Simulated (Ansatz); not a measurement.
# ZnS (Wurtzite-2H) (P6_3mc) in Ansatz: a series of runs

The runs below take ZnS (Wurtzite-2H) through single point, with PBE.

Program: Ansatz 0.2.0. These are calculated values, not measurements. Logs are shortened: lines on timing, memory, paths and dates and some standing lists are left out, and cuts for length are marked.

**Experimental background.**

From a printed reference work, monograph, for a bulk crystal of ZnS at 4 K: band gap 3.911 eV (direct).

How close the calculation comes is told below.

## 1. The structure

The structure is hexagonal, space group P6_3mc (No. 186). The conventional cell has a = 3.811 Å, b = 3.811 Å, c = 6.234 Å, α = 90.00°, β = 90.00°, γ = 120.00°. Zn (site symmetry 3m) has 4 S at 2.31 to 2.40 Å as nearest neighbours. S (site symmetry 3m) has 4 Zn at 2.31 to 2.40 Å as nearest neighbours.

## 2. Single point, PBE

input.yaml reads:

```yaml
crystal:
  lattice:
    - [3.811, 0.0, 0.0]
    - [-1.9055, 3.3004228138, 0.0]
    - [0.0, 0.0, 6.234]
  atoms:
    - { symbol: Zn, position: [0.6666666667, 0.3333333333, 0.5] }
    - { symbol: Zn, position: [0.3333333333, 0.6666666667, 0.0] }
    - { symbol: S, position: [0.6666666667, 0.3333333333, 0.885] }
    - { symbol: S, position: [0.3333333333, 0.6666666667, 0.385] }
hamiltonian:
  xc: pbe
  pseudopotentials: { kind: paw }
kpoints:
  mp_grid: { grid: [8, 8, 5] }
scf:
  occupations: { method: gaussian, width: 0.022 }
output:
  forces: true
  stress: true
  eigenvalues: true
  write_density: true
  write_potential: true
  elf: true
  volumetric_format: npy
```

Potentials or basis: Ansatz PAW.

Command:

```console
ansatz run input.yaml --threads 2 --pin off --max-ram 5632MiB --backend cpu --events-out ev --progress --plain --runs-dir out
```

What it wrote:

```text
Warning: RAYON_NUM_THREADS=2 ignored (pool sized by the plan → 2); use --threads N
Engine: ansatz 0.2.0, x86_64-unknown-linux-gnu
Pseudopotentials: kind: paw
Pseudopotential: Zn, paw, valence charge 12, recommended cutoff 420 eV (normal), Zn.paw.azcp
Pseudopotential: S, paw, valence charge 6, recommended cutoff 420 eV (normal), S.paw.azcp
Functional definition: PBE
  parameter kappa = 0.804
  parameter beta = 0.06672455060314922
  exchange = pbe_x(kappa = kappa, mu = beta*pi^2/3)
  correlation = pbe_c(beta = beta)
Crystal: 4 atoms, lattice volume = 78.411 Å³
Basis set: ecut = 420 eV, 1521 PW (Γ), exchange–correlation on 54×54×90 points (8 copies of the dense FFT grid, shifted against one another)
Bands: 22, of which v1, the nominal top of the filled ones, is band 18 counted from 1 (17 counted from 0)
Symmetry: 12 space group operations
Space group: P63mc (ITA 186), of the structure as read, at distance tolerance 4.3e-5 Å
k-points: 30 of 320 (time reversal used)
Non-local potential: Zn, projectors of the file, l = 0: 2, l = 1: 2, l = 2: 3, l = 3: 1
Non-local potential: S, projectors of the file, l = 0: 2, l = 1: 2, l = 2: 2
PAW form: soft (Blöchl's): semilocal exchange-correlation on the pseudo side does not see the compensation charge
PAW one-centre angular grid: Zn, 590 points (default); XC on 64 Gauss nodes
PAW one-centre angular grid: S, 110 points (default); XC on 64 Gauss nodes
Initial density: superposition of atomic densities (neutral atoms: chi_scale 0, normalization atom), corrected by the library's trained network
Initial wavefunctions: pseudopotential atomic-orbital guess
Functional: x = pbe(κ = 0.804, μ = 0.2195149727645171), c = pbe(β = 0.06672455060314922)
SCF iter   1: F=—  HF=-8445.420092 eV  |F-HF|=—  |Δ(HF+E_count)|=         —  Δρ=5.12e-4  dr2=1.81e-4  ethr=1.77e-3  ⟨swp⟩=6.3  Hψ=3281  notcnv=0
preconditioner: auto → Resta (q_TF=auto, 2.396 Å⁻¹)  ε∞=6.6  [insulator: Δε(μ)=2.242 eV  Ē_g=10.665 eV  σ=0.022 eV  W_gap=1.00  n_scr=22 (ndim 8)  ℏωp=25.2 eV  f_vac=0.040  D(μ)=0.00/eV (n_scr^D=0)  ε∞_Penn≈6.6]
SCF iter   2: F=—  HF=-8445.420416 eV  |F-HF|=—  |Δ(HF+E_count)|=   3.24e-4  Δρ=4.24e-4  dr2=1.11e-4  ethr=5.02e-7  ⟨swp⟩=2.6  Hψ=1580  notcnv=0
SCF iter   3: F=—  HF=-8445.420501 eV  |F-HF|=—  |Δ(HF+E_count)|=   8.44e-5  Δρ=1.52e-4  dr2=1.23e-5  ethr=3.09e-7  ⟨swp⟩=2.0  Hψ=1158  notcnv=0
SCF iter   4: F=—  HF=-8445.420442 eV  |F-HF|=—  |Δ(HF+E_count)|=   5.91e-5  Δρ=7.59e-5  dr2=5.04e-6  ethr=3.43e-8  ⟨swp⟩=2.0  Hψ=1198  notcnv=0
SCF iter   5: F=—  HF=-8445.420441 eV  |F-HF|=—  |Δ(HF+E_count)|=   5.95e-7  Δρ=3.10e-5  dr2=6.63e-7  ethr=1.40e-8  ⟨swp⟩=2.0  Hψ=1045  notcnv=0
SCF iter   6: F=-8445.420442 eV  HF=-8445.420442 eV  |F-HF|=1.95e-8  |Δ(HF+E_count)|=   3.89e-7  Δρ=1.12e-5  dr2=7.69e-8  ethr=2.78e-10  ⟨swp⟩=6.1  Hψ=4595  notcnv=0
SCF 1 converged in 6 iterations: F = -8445.420442 eV  dr2 = 7.69e-8
SCF converged after 6 iterations
Free energy (F): -8445.420442 eV
Harris-Foulkes:  -8445.420442 eV  (|F-HF|=1.95e-8)
Internal energy: -8445.420442 eV  (E = F + TS)
E sigma→0 (E₀):  -8445.420442 eV
Fermi energy:    6.989855 eV
--- Per-component energies (eV) ---
  E_band       = 12.308477
  E_kinetic    = 477.241456
  E_local      = -4081.370011  (includes V_loc(G=0)·N_el)
  E_nonlocal   = 1285.435635
  E_hartree    = 1707.470526
  E_xc         = -469.097844
  E_vxc        = -279.503123  (∫ρ·V_xc dr)
  E_paw        = -4856.936043  (= ΣΔE_a)
  E_vpaw       = -804.430913  (= ΣTr[D̂ρ^β])
  E_aug_tail   = -0.000743  (compensation charges beyond the density's cutoff)
  E_ewald      = -2508.163419
  E_smearing   = -0.000000  (= −TS)
  E_closure    = 0.000000  (closes the sum)
  Σ components = -8445.420442   (vs F -8445.420442, Δ=0.00e0)
--- Forces (eV/Å), atoms counted from 1 ---
  atom   1  Zn     0.00000000     0.00000000     0.31948444
  atom   2  Zn     0.00000000    -0.00000000     0.31948444
  atom   3  S      0.00000000     0.00000000    -0.31949234
  atom   4  S      0.00000000    -0.00000000    -0.31949234
  max |Σ_I F_I| component: 1.58e-5 eV/Å
--- Stress (GPa, compression-positive) ---
        3.006780      -0.000000      -0.000000
        0.000000       3.006780       0.000000
        0.000000       0.000000       0.982148
  P = ⅓ Tr σ = 2.3319 GPa (23.319 kbar)
--- Band table (eV; the first three rows and the last of 30) ---
  k-point 0: bands = ["-7.3305", "-6.4063", "-0.4999", "-0.4999", "-0.4354", "-0.4354", "-0.4266", "-0.0180", "-0.0180", "0.0619", "0.0619", "0.2205", "0.7008", "5.0088", "5.0088", "5.8552", "5.8552", "5.8660", "8.1137", "8.8581", "12.1424", "12.1424"]
  k-point 1: bands = ["-7.2544", "-6.5097", "-0.4961", "-0.4961", "-0.4440", "-0.4440", "-0.4313", "-0.1077", "-0.0085", "-0.0085", "0.0562", "0.0562", "1.3513", "5.0837", "5.0837", "5.0968", "5.7677", "5.7677", "8.7671", "8.9651", "12.1811", "12.1956"]
  k-point 2: bands = ["-7.0451", "-6.7624", "-0.4838", "-0.4838", "-0.4639", "-0.4639", "-0.4241", "-0.3446", "0.0145", "0.0145", "0.0393", "0.0393", "2.4679", "3.7769", "5.2852", "5.2852", "5.5460", "5.5460", "9.2423", "9.3900", "12.2364", "12.3987"]
  k-point 29: bands = ["-6.1718", "-6.1282", "-0.3653", "-0.3139", "-0.3071", "-0.2474", "-0.1312", "-0.1289", "-0.0062", "-0.0033", "0.2945", "0.3401", "1.0565", "1.1854", "2.6987", "3.1776", "4.3840", "4.6174", "10.2942", "10.6122", "11.9026", "12.3172"]
```

Wall time 6 s (2 threads of Intel Xeon at 2.50GHz (Skylake/Cascade Lake), shared host); peak memory 0.36 GiB.

Results:

| Quantity | Value |
| --- | --- |
| Free energy | -8445.4204 eV |
| Pressure | 2.3 GPa |
| Largest force | 0.319 eV/Å |
| Band gap on the k mesh | 2.25 eV, direct |

Forces in eV/Å, atoms in the order of the input:
```
Zn   0.000  0.000  0.319
Zn   0.000  0.000  0.319
S    0.000  0.000 -0.319
S    0.000  0.000 -0.319
```

Caveat: odd divisions of the mesh miss points on the zone boundary, where band edges often lie, so the gap on the mesh can be too wide.

## 3. Single point, PBE

input.yaml, as its differences from that of step 2:

```diff
@@ -16,3 +16,3 @@
 scf:
-  occupations: { method: gaussian, width: 0.022 }
+  occupations: { method: gaussian, width: 0.023 }
 output:
@@ -21,5 +21 @@
   eigenvalues: true
-  write_density: true
-  write_potential: true
-  elf: true
-  volumetric_format: npy
```

Potentials or basis: Ansatz PAW.

Command:

```console
ansatz run input.yaml --threads 2 --pin off --max-ram 5632MiB --backend cpu --events-out ev --progress --plain --runs-dir out
```

Run time: 5.2 s. Hardware: 2 threads of Intel Xeon at 2.50GHz (Skylake/Cascade Lake), shared host; peak memory 0.35 GiB.

The run converged. Its results:

| Property | Result |
| --- | --- |
| Free energy | -8445.4204 eV |
| Pressure | 2.3 GPa |
| Largest force | 0.319 eV/Å |
| Band gap on the k mesh | 2.25 eV, direct |

Forces on the atoms (eV/Å):
```
Zn   0.000  0.000  0.319
Zn   0.000  0.000  0.319
S    0.000  0.000 -0.319
S    0.000  0.000 -0.319
```

Stress tensor (GPa, compression positive):
```
3.01 0.00 0.00
0.00 3.01 0.00
0.00 0.00 0.98
```

Levels at points of the mesh, in eV from the valence-band top:
| k point | band 15 | band 16 | band 17 | band 18 | band 19 | band 20 | band 21 | band 22 |
| --- | --- | --- | --- | --- | --- | --- | --- | --- |
| (0.00, 0.00, 0.00) | -0.86 | -0.01 | -0.01 | 0.00 | 2.25 | 2.99 | 6.28 | 6.28 |
| (0.00, -0.50, 0.00) | -3.16 | -2.25 | -1.56 | -0.98 | 3.61 | 4.26 | 5.17 | 7.11 |

Caveat: odd divisions of the mesh miss points on the zone boundary, where band edges often lie, so the gap on the mesh can be too wide.

(Continued in part 2 of 2.)
